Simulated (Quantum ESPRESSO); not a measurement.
InSe: Wannier functions with LDA

**What was measured.**

From “The Interaction of Hydrogen with the van der Waals Crystal γ-InSe”, 2020, pmc:7321205, for a bulk crystal of InSe at 300 K: band gap 1.25 eV.

InSe:

```
In Se
1.0
     2.00000    1.15470    8.44000
    -2.00000    1.15470    8.44000
     0.00000   -2.30940    8.44000
In Se
2 2
Direct
  0.88860 0.88860 0.88860
  0.00000 0.00000 0.00000
  0.17190 0.17190 0.17190
  0.38350 0.38350 0.38350
```

```json
{
 "Program": "Quantum ESPRESSO 7.5",
 "Task": "Wannier functions",
 "Functional": "LDA",
 "Potentials or basis": "PseudoDojo 0.4.1 SR LDA standard",
 "Cutoff": "1170 eV",
 "Density cutoff": "4680 eV",
 "k mesh": "8 × 8 × 8",
 "Occupations": "fermi-dirac, width 0.05 eV",
 "Spin": "no spin polarisation",
 "Form of the LDA correlation": "PW92",
 "Mixing beta": "0.5",
 "Most SCF iterations": "120",
 "SCF threshold": "8e-10 Ry",
 "k mesh for the Wannier functions": "3 × 3 × 3",
 "Projections": "In spd, Se sp"
}
```

The pressure is -1.5 GPa and the largest force is 0.239 eV/Å. The band gap on the k mesh is 0.21 eV, direct, the band gap along the path is 0.21 eV, direct and the total Wannier spread is 29.47 Å² over 26 functions. The RMS miss of the Wannier bands is 0.062 eV.

Forces on the atoms (eV/Å):
```
In   0.000  0.000  0.239
In   0.000  0.000 -0.222
Se   0.000  0.000  0.067
Se   0.000  0.000 -0.084
```

Stress tensor (GPa, compression positive):
```
-1.08  0.00  0.00
 0.00 -1.08  0.00
 0.00  0.00 -2.38
```

Levels at the corners of the path, in eV from the valence-band top:
```tsv
point	band 27	band 28	band 29	band 30	band 31	band 32
Γ	-1.30	-1.20	-1.20	1.56	1.91	4.31
L	-2.34	-2.24	-1.70	1.09	1.84	3.52
B1	-2.54	-2.25	-1.78	1.65	2.31	3.30
B	-2.54	-2.25	-1.78	1.65	2.31	3.30
Z	-1.13	-1.13	0.00	0.21	1.99	4.23
Γ	-1.30	-1.20	-1.20	1.56	1.91	4.31
X	-2.57	-2.23	-1.75	1.71	2.22	3.33
Q	-2.57	-2.23	-1.75	1.71	2.22	3.33
F	-2.51	-2.05	-1.53	1.02	1.88	3.18
P1	-2.48	-2.08	-1.66	1.25	1.71	3.25
Z	-1.13	-1.13	0.00	0.21	1.99	4.23
L	-2.34	-2.24	-1.70	1.09	1.84	3.52
P	-2.48	-2.08	-1.66	1.25	1.71	3.25
```

Wannier functions:
```csv
function,nearest atom,distance (Å),spread (Å²),on-site energy from the reference level (eV)
1,1 In,0.91,1.70,-0.21
2,1 In,0.92,1.68,0.18
3,1 In,0.91,1.70,-0.23
4,1 In,0.91,1.72,-0.10
5,1 In,0.15,0.68,-12.56
6,1 In,0.08,0.55,-13.84
7,1 In,0.07,0.53,-14.04
8,1 In,0.13,0.65,-13.03
9,1 In,0.10,0.59,-13.50
10,2 In,0.91,1.71,-0.25
11,2 In,0.93,1.72,0.17
12,2 In,0.91,1.71,-0.28
13,2 In,0.90,1.74,-0.15
14,2 In,0.14,0.68,-12.54
15,2 In,0.08,0.55,-13.88
16,2 In,0.07,0.53,-14.08
17,2 In,0.14,0.66,-12.94
18,2 In,0.10,0.60,-13.42
19,3 Se,0.48,1.29,-4.80
20,3 Se,0.63,1.19,-3.26
21,3 Se,0.63,1.19,-3.26
22,3 Se,0.63,1.19,-3.26
23,4 Se,0.49,1.28,-4.70
24,4 Se,0.63,1.20,-3.25
25,4 Se,0.63,1.20,-3.25
26,4 Se,0.63,1.20,-3.25
```

Parts of the spread (Å²): invariant 24.08, diagonal 0.056, off-diagonal 5.33, total 29.47. Against the direct bands the interpolation misses by 62 meV (root mean square) and 327 meV at most, for states up to 1 eV over the reference level.

Wall time 43 min on 1 thread of Intel(R) Xeon(R) 6975P-C (Granite Rapids) (shared host), peak memory 0.58 GiB.

Measured gap of InSe: 1.25 eV (300 K; “The Interaction of Hydrogen with the van der Waals Crystal γ-InSe”, 2020, pmc:7321205). This calculation gives 0.21 eV (-1.04 eV). So large a miss can be the level of theory's own, or it may mean another phase, state or a wrong row. Spin-orbit coupling on In, Se is left out. The value is that of LDA, without temperature or zero-point motion. Semilocal functionals fall short of measured gaps as a rule.

Caveat: spin-orbit coupling is left out, which moves the levels of the heavy elements; the Wannier minimisation didn't converge.
